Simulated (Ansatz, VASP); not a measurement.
**TePb in VASP and in Ansatz**

```
CELL_PARAMETERS angstrom
3.97543 0.00000 0.00000
0.00000 3.97543 0.00000
0.00000 0.00000 3.97543
ATOMIC_POSITIONS crystal
Pb 0.00000 0.00000 0.00000
Te 0.50000 0.50000 0.50000
```

Change from the starting cell: volume scaled by 0.98.

Alike in both runs: task single point; functional PBE; k mesh 7 × 7 × 7; occupations fermi-dirac, width 0.05 eV; no spin polarisation.

|  | VASP | Ansatz |
| --- | --- | --- |
| version | VASP 6.6.1 | Ansatz 0.2.0 |
| potentials or method | VASP PAW PBE potentials, release 64 (Pb_d, Te) | Ansatz PAW |
| plane-wave cutoff (eV) | 520 | 420 |
| valence electrons in the cell | 20 | 30 |

|  | VASP | Ansatz | Ansatz less VASP |
| --- | --- | --- | --- |
| gap on the k mesh at the Fermi level (eV) | none | none | - |
| pressure (GPa) | 0.8 | 0.8 | +0.05 |

A gap of «none» marks a metal or a gap that the smearing closes. The two sets of potentials don't hold the same shells in valence.

Spin-orbit coupling is left out, which matters for the levels of Pb, Te.
